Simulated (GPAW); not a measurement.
# Settings that the conductance of a Sb chain with one N atom in line needs, part 2 of 2

How do the numerical settings move the conductance of a Sb chain with one N atom in line?

GPAW 26.7.0; GPAW LCAO, PAW setups; Landauer transmission from Green's functions with principal layers (ASE), zero bias.

So far, transmission at the Fermi level (one spin): step 2 (base settings) 2.36; step 7 (varying the density threshold: conv = 0.01) 2.36; step 11 (broadening 1.00e-6 eV) 2.37; step 12 (broadening 0.001 eV) 2.35; step 13 (broadening 0.01 eV) 2.18.

### Step 14. Broadening: eta = 0.05

Contents of run.py:

```python
import json
import numpy as np
from ase import Atoms
from ase.transport.calculators import TransportCalculator
from gpaw import GPAW, FermiDirac
from gpaw.lcao.tools import get_lcao_hamiltonian
from scipy.linalg import eigh

# The junction with lead layers at both ends, along the third cell vector
device = Atoms(
    ['Sb', 'Sb', 'Sb', 'Sb', 'N', 'Sb', 'Sb', 'Sb', 'Sb'],
    positions=[
        [4.50000, 4.50000, 1.37500],
        [4.50000, 4.50000, 4.12500],
        [4.50000, 4.50000, 6.87500],
        [4.50000, 4.50000, 9.62500],
        [4.50000, 4.50000, 11.57090],
        [4.50000, 4.50000, 13.51680],
        [4.50000, 4.50000, 16.26680],
        [4.50000, 4.50000, 19.01680],
        [4.50000, 4.50000, 21.76680]],
    cell=[[9.0, 0.0, 0.0], [0.0, 9.0, 0.0], [0.0, 0.0, 23.1418]],
    pbc=True)

# One principal layer of the lead: the first 2 atoms of the device
lead = Atoms(
    ['Sb', 'Sb'],
    positions=[
        [4.50000, 4.50000, 1.37500],
        [4.50000, 4.50000, 4.12500]],
    cell=[[9.0, 0.0, 0.0], [0.0, 9.0, 0.0], [0.0, 0.0, 5.5]],
    pbc=True)

settings = dict(mode='lcao', basis='dzp', xc='PBE', h=0.18,
                occupations=FermiDirac(0.1), maxiter=250,
                mixer=dict(beta=0.1, nmaxold=8, weight=100.0),
                convergence=dict(density=0.0001))
energies = np.arange(-2, 2 + 1e-9, 0.05)
eta = 0.05
n1, n2 = 1, 1
# k and -k transmit alike, so half of the mesh across the current serves
mesh = [(i, j) for i in range(n1) for j in range(n2) if (i, j) <= (-i % n1, -j % n2)]
weights = np.array([1 if (i, j) == (-i % n1, -j % n2) else 2 for i, j in mesh]) / (n1 * n2)

# [... helper functions left out ...]
fermi_lead = ground_state(lead, (1, 1, 20), 'lead.txt')
fermi_device = ground_state(device, (1, 1, 4), 'device.txt')
# [... loop over the mesh left out, but for ...]
        # Shift the lead onto the potential of the device's first layer
        shift = ((H[:, 0, 0] - H0[:, 0, 0]) / S0[0, 0]).real.mean()
# [...]
kT = 8.617333e-5 * 300
bias = [0.1, 0.2, 0.5, 1.0, 1.5, 2.0]
# [... integrals and printing left out ...]
```

Run with:

```sh
$ OMP_NUM_THREADS=1 OPENBLAS_NUM_THREADS=1 python run.py
```

Run time: 31 s. Hardware: 1 thread of Arm Neoverse V2, shared host; peak memory 1.1 GiB.

One spin. The transmission, zone mean by energy, zero at the Fermi level:

```
energy (eV)  transmission, zone mean
      -2.00                    0.417
      -1.85                    0.418
      -1.70                    0.420
      -1.60                    0.446
      -1.45                    0.643
      -1.30                    0.865
      -1.15                     1.02
      -1.05                     1.10
      -0.90                     1.20
      -0.75                     1.30
      -0.60                     1.38
      -0.50                     1.43
      -0.35                     1.48
      -0.20                     1.53
      -0.05                     1.56
       0.00                     1.57
       0.05                     1.58
       0.20                     1.61
       0.35                     1.63
       0.50                     1.65
       0.60                     1.66
       0.75                     1.67
       0.90                     1.68
       1.05                     1.67
       1.15                     1.66
       1.30                     1.64
       1.45                     1.58
       1.60                     1.49
       1.70                     1.36
       1.85                    0.934
       2.00                    0.469
```

The conductance, 1.57 G₀, lies 33 % below that of the base run.

### Step 15. Convergence in the broadening

This step: convergence of the conductance (GPAW 26.7.0).

The conductance by log10 of the broadening in eV:

| log10 of the broadening in eV | conductance (G₀) |
| --- | --- |
| -6.00 | 2.37 |
| -4.00 | 2.36 |
| -3.00 | 2.35 |
| -2.00 | 2.18 |
| -1.30 | 1.57 |

### Step 16. Energy step: de = 0.2

The thermal integrals interpolate T(E), so the step must resolve what lies within a few kT of the Fermi level.

This step: GPAW LCAO, PAW setups; Landauer transmission from Green's functions with principal layers (ASE), zero bias (GPAW 26.7.0).

Changes to run.py since step 14:

```diff
@@ -37,4 +37,4 @@
                 convergence=dict(density=0.0001))
-energies = np.arange(-2, 2 + 1e-9, 0.05)
-eta = 0.05
+energies = np.arange(-2, 2 + 1e-9, 0.2)
+eta = 0.0001
 n1, n2 = 1, 1
```

Wall time 29 s (1 thread); peak memory 1.1 GiB.

Numbers from this step:

```
conductance                                : 2.364 G₀
transmission at the Fermi level (one spin) : 2.364
```

One spin. The transmission, zone mean by energy, zero at the Fermi level:

```
energy (eV)  transmission, zone mean
      -2.00                    0.506
      -1.80                    0.508
      -1.60                    0.668
      -1.40                     1.46
      -1.20                     1.78
      -1.00                     1.93
      -0.80                     2.07
      -0.60                     2.19
      -0.40                     2.28
      -0.20                     2.33
       0.00                     2.36
       0.20                     2.39
       0.40                     2.42
       0.60                     2.45
       0.80                     2.48
       1.00                     2.50
       1.20                     2.51
       1.40                     2.51
       1.60                     2.46
       1.80                     2.11
       2.00                    0.504
```

Not self-consistent under bias; the bias window is split evenly. Table of current through one cell, from the zero-bias transmission by bias:

| bias (V) | current through one cell, from the zero-bias transmission (μA) |
| --- | --- |
| 0.100 | 18.3 |
| 0.200 | 36.6 |
| 0.500 | 91.5 |
| 1.000 | 183 |
| 1.500 | 272 |
| 2.000 | 359 |

The conductance equals that of the base run to 0.2 %.

### Step 17. Energy step: de = 0.1

Changes to run.py since step 16:

```diff
@@ -37,3 +37,3 @@
                 convergence=dict(density=0.0001))
-energies = np.arange(-2, 2 + 1e-9, 0.2)
+energies = np.arange(-2, 2 + 1e-9, 0.1)
 eta = 0.0001
```

It took 30 s on 1 thread; peak memory 1.1 GiB.

One spin. Transmission, zone mean against energy, zero at the Fermi level:

```
energy (eV)  transmission, zone mean
      -2.00                    0.506
      -1.90                    0.507
      -1.80                    0.508
      -1.70                    0.509
      -1.60                    0.668
      -1.50                     1.09
      -1.40                     1.46
      -1.20                     1.78
      -1.10                     1.86
      -1.00                     1.93
      -0.90                     2.00
      -0.80                     2.07
      -0.70                     2.13
      -0.60                     2.19
      -0.50                     2.24
      -0.40                     2.28
      -0.30                     2.31
      -0.20                     2.33
      -0.10                     2.35
       0.00                     2.36
       0.10                     2.38
       0.20                     2.39
       0.30                     2.40
       0.40                     2.42
       0.50                     2.44
       0.60                     2.45
       0.70                     2.47
       0.80                     2.48
       0.90                     2.49
       1.00                     2.50
       1.10                     2.51
       1.20                     2.51
       1.40                     2.51
       1.50                     2.49
       1.60                     2.46
       1.70                     2.37
       1.80                     2.11
       1.90                     1.06
       2.00                    0.504
```

Not self-consistent under bias; the bias window is split evenly. The current through one cell, from the zero-bias transmission by bias:

```
bias (V)  current through one cell, from the zero-bias transmission (μA)
   0.100                                                            18.3
   0.200                                                            36.6
   0.500                                                            91.5
   1.000                                                             183
   1.500                                                             272
   2.000                                                             359
```

The conductance equals that of the base run to 0.2 %.

### Step 18. Varying the energy step: de = 0.025

Changes to run.py since step 17:

```diff
@@ -37,3 +37,3 @@
                 convergence=dict(density=0.0001))
-energies = np.arange(-2, 2 + 1e-9, 0.1)
+energies = np.arange(-2, 2 + 1e-9, 0.025)
 eta = 0.0001
```

The job ended after 33 s (1 thread; peak memory 1.1 GiB).

One spin. Transmission, zone mean against energy, zero at the Fermi level:

```csv
energy (eV),"transmission, zone mean"
-2.000,0.506
-1.900,0.507
-1.800,0.508
-1.700,0.509
-1.600,0.668
-1.500,1.09
-1.400,1.46
-1.300,1.67
-1.200,1.78
-1.100,1.86
-1.000,1.93
-0.900,2.00
-0.800,2.07
-0.700,2.13
-0.600,2.19
-0.500,2.24
-0.400,2.28
-0.300,2.31
-0.200,2.33
-0.100,2.35
0.000,2.36
0.100,2.38
0.200,2.39
0.300,2.40
0.400,2.42
0.500,2.44
0.600,2.45
0.700,2.47
0.800,2.48
0.900,2.49
1.000,2.50
1.100,2.51
1.200,2.51
1.250,2.51
1.300,2.51
1.400,2.51
1.500,2.49
1.600,2.46
1.700,2.37
1.800,2.11
1.900,1.06
2.000,0.504
```

The conductance equals that of the base run to 0.2 %.

### Step 19. Energy step: de = 0.0125

Changes to run.py since step 18:

```diff
@@ -37,3 +37,3 @@
                 convergence=dict(density=0.0001))
-energies = np.arange(-2, 2 + 1e-9, 0.025)
+energies = np.arange(-2, 2 + 1e-9, 0.0125)
 eta = 0.0001
```

Wall time 37 s (1 thread); peak memory 1.1 GiB.

The conductance equals that of the base run to 0.2 %.

### Step 20. Convergence in the energy step

This step: convergence of the conductance (GPAW 26.7.0).

The conductance stays at 2.36 G₀ for energy step from 0.0125 to 0.2 eV.

### Step 21. Results

| Item | Value |
| --- | --- |
| conductance at the base settings | 2.36 G₀ |
| range over the periods in a principal layer (2 to 3) | 2.36 to 2.37 G₀ |
| range over the density threshold (1.0e-6 to 0.1) | 2.36 to 2.36 G₀ |
| range over the broadening (1.0e-6 to 0.05 eV) | 1.57 to 2.37 G₀ |
| range over the energy step (0.0125 to 0.2 eV) | 2.36 to 2.36 G₀ |

At the base settings the conductance, averaged at 300 K, is 2.36 G₀. In the periods in a principal layer, no value tried moves the conductance by 3 %. In the density threshold, no value tried moves the conductance by 3 %. In the broadening, 0.001 eV already gives the conductance within 3 % of the finest value tried; currents at finite bias may need more. In the energy step, no value tried moves the conductance by 3 %. The thresholds 0.01 and 0.1 ended after the same number of SCF steps: the energy test stopped those runs, so they are one result, not a plateau. Over the ranges tried, the broadening moves it most, counted as a ratio. The geometry was built from estimated bond lengths and not relaxed, so the numbers describe this model structure. The run had no spin polarisation, so a magnetic state, which chains and small molecules with open shells often have, wasn't tested. Spin-orbit coupling is left out, which matters for the heavy atoms here. An evenly spaced straight chain is an idealisation: free chains tend to dimerise, zigzag or, where a band edge lies near the Fermi level, turn magnetic. The currents use the zero-bias T(E) throughout, which holds only while the bias is small against the distance to the nearest feature.

[Logs are printed without paths, hosts, clocks, repeated set-up lines and the standing remarks that a program may print on its own settings, such as how far it seeks lower states.]

[Hosts, paths, dates, database ids (printed as entryN), source tags and the programs' standing remarks are cut or masked in the printed files.]
